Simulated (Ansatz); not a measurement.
# SnO, space group Cmc2_1: a single point

Program: the Ansatz DFT code, driven from Python.

`POSCAR_sno`
```text
SnO
1.0
   2.50000000   -2.86000000    0.00000000
   2.50000000    2.86000000    0.00000000
   0.00000000    0.00000000   11.12000000
Sn O
4 4
Direct
   0.00000000    0.00000000    0.00000000
   0.00000000    0.00000000    0.50000000
   0.55900000    0.44100000    0.25400000
   0.44100000    0.55900000    0.75400000
   0.93000000    0.43000000    0.38000000
   0.07000000    0.57000000    0.88000000
   0.57000000    0.07000000    0.38000000
   0.43000000    0.93000000    0.88000000
```

Interactive session:
```pycon
>>> import json
>>> import ansatz as az
>>> from ase.io import read
>>> import numpy as np
>>> atoms = read("POSCAR_sno", format="vasp")
>>> system = az.Crystal.from_ase(atoms)
>>> len(system.resolved().sites)
8
>>> # the calculation
>>> calculation = system.calculation()
>>> calculation = calculation.kpoints(6, 6, 2, shift=0.5)
>>> calculation = calculation.basis(320).scf(extra_bands=4, algorithm="direct_min")
>>> calculation = calculation.occupations("Fermi-Dirac", width=0.05)
>>> calculation = calculation.functional("PBEsol")
>>> calculation = calculation.band_table()
>>> def show(event):
...     row = event["data"]
...     if event["event"] == "scf_iter" and row.get("harris_foulkes_ev") is not None:
...         print(f"  iteration {row['iter']:3d}  Harris-Foulkes {row['harris_foulkes_ev']:.5f} eV  residual {row['dr2_ev']:.2e}")
...
>>> out = calculation.session().plan().execute(on_event=show)
DeckWarning: basis.ecutwfc = 320 eV is below the records' recommended 420 eV, and the density's cutoff is lower with it unless basis.ecutrho_ratio is high enough to keep the records' density cutoff: compare with a run at a higher cutoff
  iteration   1  Harris-Foulkes -26034.24020 eV  residual 3.50e-01
  iteration   2  Harris-Foulkes -26034.26382 eV  residual 4.42e-01
  iteration   3  Harris-Foulkes -26034.17875 eV  residual 3.71e-03
  iteration   4  Harris-Foulkes -26034.17743 eV  residual 8.04e-05
  iteration   5  Harris-Foulkes -26034.17740 eV  residual 7.74e-07
  iteration   6  Harris-Foulkes -26034.17740 eV  residual 6.78e-08
  iteration   7  Harris-Foulkes -26034.17740 eV  residual 1.52e-09
>>> rep = out.report
>>> [(site.symbol, site.position_frac.round(4).tolist()) for site in out.lattice.sites]
[(<Element.SN: 'Sn'>, [0.0, 0.0, 0.0]), (<Element.SN: 'Sn'>, [0.0, 0.0, 0.5]), (<Element.SN: 'Sn'>, [0.559, 0.441, 0.254]), (<Element.SN: 'Sn'>, [0.441, 0.559, 0.754]), (<Element.O: 'O'>, [0.93, 0.43, 0.38]), (<Element.O: 'O'>, [0.07, 0.57, 0.88]), (<Element.O: 'O'>, [0.57, 0.07, 0.38]), (<Element.O: 'O'>, [0.43, 0.93, 0.88])]
>>> rep["converged"], rep["free_energy_ev"]
(True, -26034.1774014678)
>>> energy = rep["free_energy_ev"]
>>> print("SnO: {:.6f} eV = {:.6f} Ry = {:.6f} Ha".format(energy, energy / 13.605693, energy / 27.211386))
SnO: -26034.177401 eV = -1913.476763 Ry = -956.738382 Ha
>>> print("Fermi level {:.4f} eV, {} k-points, {} symmetry operations".format(rep["fermi_energy_ev"], rep["n_kpoints"], rep["n_symmetry_ops"]))
Fermi level 8.6402 eV, 12 k-points, 4 symmetry operations
>>> keep = ["free_energy_ev", "energy_sigma0_ev", "fermi_energy_ev", "n_iterations", "converged", "magnetization_mub", "n_kpoints"]
>>> with open("sno.json", "w") as handle:
...     json.dump({key: rep[key] for key in keep}, handle, indent=1)
...
>>> # direct or indirect, as far as the mesh can tell
>>> levels = np.array(rep["eigenvalues_ev"])
>>> filled = round(rep["n_electrons"] / 2)
>>> top, bottom = levels[:, filled - 1], levels[:, filled]
>>> print("top of band", filled, "at k =", rep["kpoints_frac"][top.argmax()], f"{top.max():.4f} eV")
top of band 40 at k = [0.25, -0.25, 0.25] 8.6710 eV
>>> print("bottom of band", filled + 1, "at k =", rep["kpoints_frac"][bottom.argmin()], f"{bottom.min():.4f} eV")
bottom of band 41 at k = [0.41666666666666663, -0.41666666666666663, 0.25] 8.6042 eV
>>> print(f"gap by band count {bottom.min() - top.max():.3f} eV, least direct gap {(bottom - top).min():.3f} eV")
gap by band count -0.067 eV, least direct gap 0.272 eV
```

It writes `sno.json`:
```json
{
 "free_energy_ev": -26034.1774014678,
 "energy_sigma0_ev": -26034.16480718271,
 "fermi_energy_ev": 8.640171570227452,
 "n_iterations": 7,
 "converged": true,
 "magnetization_mub": 0.0,
 "n_kpoints": 12
}
```

These settings explore the input space; cutoff and mesh may be short of convergence. The cutoff lies under the one recommended for these potentials. The computed bands are complete only to about 1.1 eV above the Fermi level. The mesh is modest for a metal, so energies can be off by several to tens of meV an atom and pressures by half a GPa or more; differences at equal mesh fare better. The zero of the levels is a convention of the potentials, so an absolute Fermi energy is no work function. A gap by band count of zero or less means overlapping bands, a metal. The starting cell is as deposited in a crystallographic database; the results hold for this polymorph, which needn't be the stable one. Gaps and levels are Kohn-Sham values on a finite set of k-points, without spin-orbit coupling. Warnings are shown shortened and without file and line. Hardware and time: 20 s on 1 thread of Arm Neoverse V2, with other jobs on the host, peak memory 0.51 GiB.

(Lines on the test bed's own set-up are left out of the output.)
